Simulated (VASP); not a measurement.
Output of a VASP run:

**OSZICAR**
```
       N       E                     dE             d eps       ncg     rms          rms(c)
DAV:   1     0.554741007576E+02    0.55474E+02   -0.68493E+03   880   0.135E+03
DAV:   2    -0.114551778491E+02   -0.66929E+02   -0.63601E+02  1174   0.251E+02
DAV:   3    -0.191477894153E+02   -0.76926E+01   -0.76562E+01  1432   0.767E+01
DAV:   4    -0.197938368510E+02   -0.64605E+00   -0.64507E+00  1335   0.190E+01
DAV:   5    -0.198024202545E+02   -0.85834E-02   -0.85831E-02  1223   0.256E+00    0.984E+00
DAV:   6    -0.158754004409E+02    0.39270E+01   -0.25153E+01  1035   0.234E+01    0.452E+00
DAV:   7    -0.157132254181E+02    0.16218E+00   -0.15717E+00  1202   0.724E+00    0.230E+00
DAV:   8    -0.156367387392E+02    0.76487E-01   -0.37039E-01  1046   0.496E+00    0.117E+00
DAV:   9    -0.156257434903E+02    0.10995E-01   -0.56263E-02  1114   0.154E+00    0.339E-01
DAV:  10    -0.156267278516E+02   -0.98436E-03   -0.40694E-03  1133   0.383E-01    0.816E-02
DAV:  11    -0.156265717937E+02    0.15606E-03   -0.15794E-03  1157   0.193E-01    0.270E-02
DAV:  12    -0.156265782882E+02   -0.64945E-05   -0.14339E-04  1127   0.772E-02    0.138E-02
DAV:  13    -0.156265742178E+02    0.40704E-05   -0.28177E-05  1165   0.313E-02    0.106E-03
DAV:  14    -0.156265739695E+02    0.24835E-06   -0.15858E-06  1298   0.951E-03    0.113E-03
DAV:  15    -0.156265737273E+02    0.24217E-06   -0.12776E-07   709   0.220E-03    0.338E-04
DAV:  16    -0.156265737127E+02    0.14595E-07   -0.12345E-08   554   0.113E-03
   1 F= -.15626574E+02 E0= -.15626574E+02  d E =0.000000E+00
```

**OUTCAR**
```
------------------------ aborting loop because EDIFF is reached ----------------------------------------
  FORCE on cell =-STRESS in cart. coord.  units (eV):
  Direction    XX          YY          ZZ          XY          YZ          ZX
  --------------------------------------------------------------------------------------
  Total        0.0175450      0.0175450      0.0240543     -0.0000000     -0.0000000      0.0000000
  in kB        0.6362196      0.6362197      0.8722596     -0.0000000     -0.0000000      0.0000000
  external PRESSURE =       0.7148996 kB  Pullay stress =       0.0000000 kB
  volume of cell :       44.18
      direct lattice vectors                 reciprocal lattice vectors
     1.816315503 -3.145951007  0.000000000     0.275282570 -0.158934452  0.000000000
     1.816315503  3.145951007  0.000000000     0.275282570  0.158934452  0.000000000
     0.000000000  0.000000000  3.866200263     0.000000000  0.000000000  0.258651889
 POSITION                                       TOTAL-FORCE (eV/Angst)
 -----------------------------------------------------------------------------------
      1.81632      1.04865      0.00000         0.000000      0.000000      0.000000
      1.81632     -1.04865      0.00000        -0.000000     -0.000000      0.000000
      0.00000      0.00000      1.93310        -0.000000     -0.000000      0.000000
      0.00000      0.00000      0.00000        -0.000000     -0.000000      0.000000
 -----------------------------------------------------------------------------------
    total drift:                                0.000000     -0.000000      0.000000
  FREE ENERGIE OF THE ION-ELECTRON SYSTEM (eV)
  ---------------------------------------------------
  free  energy   TOTEN  =       -15.6265737127 eV

  energy  without entropy=      -15.6265737127  energy(sigma->0) =      -15.62657371

 total charge

# of ion       s       p       d       tot
------------------------------------------
    1        2.042   0.089   0.000   2.131
    2        2.042   0.089   0.000   2.131
    3        2.043   0.082   0.000   2.125
    4        1.225   2.393   0.000   3.618
--------------------------------------------------
tot          7.351   2.655   0.000  10.006

 Electric field gradients after diagonalization (V/A^2)
 (convention: |V_zz| > |V_xx| > |V_yy|)
----------------------------------------------------------------------
 ion       V_xx      V_yy      V_zz     asymmetry (V_yy - V_xx)/ V_zz
----------------------------------------------------------------------
   1      -1.017    -1.010     2.027       0.003
   2      -1.017    -1.010     2.027       0.003
   3       2.124     2.120    -4.244       0.001
   4      -5.756    -5.754    11.511       0.000
```
(Selected blocks of OUTCAR.)

### POSCAR
```
Li3N
1
    1.8163155034    -3.1459510067     0.0000000000
    1.8163155034     3.1459510067    -0.0000000000
    0.0000000000     0.0000000000     3.8662002627
Li N
3 1
Direct
  0.3333330000   0.6666670000   1.0000000000
  0.6666670000   0.3333330000   0.0000000000
  0.0000000000   0.0000000000   0.5000000000
  0.0000000000   0.0000000000   0.0000000000
```

### Question
Reconstruct the remaining input files.

### Answer
This is not unique; one that fits is the input of the run itself, PBE GGA, plane waves, VASP's PBE PAW potentials (set 64).

**INCAR**
```
ALGO=Normal
EDIFF=1E-7
ENCUT=520
GGA=PE
ISIF=2
ISMEAR=-5
LASPH=.TRUE.
LCHARG=.TRUE.
LEFG=.TRUE.
LORBIT=11
LREAL=.FALSE.
LWAVE=.FALSE.
NEDOS=601
NELM=100
PREC=Accurate
SYSTEM=Li3N
```

File KPOINTS:
```
Automatic
0
G
8 8 7
0 0 0
```

POTCAR, in this order: Li_sv N (PBE.64 set). Program: vasp_std.

The compound is Li3N in the alpha structure. It was relaxed first.
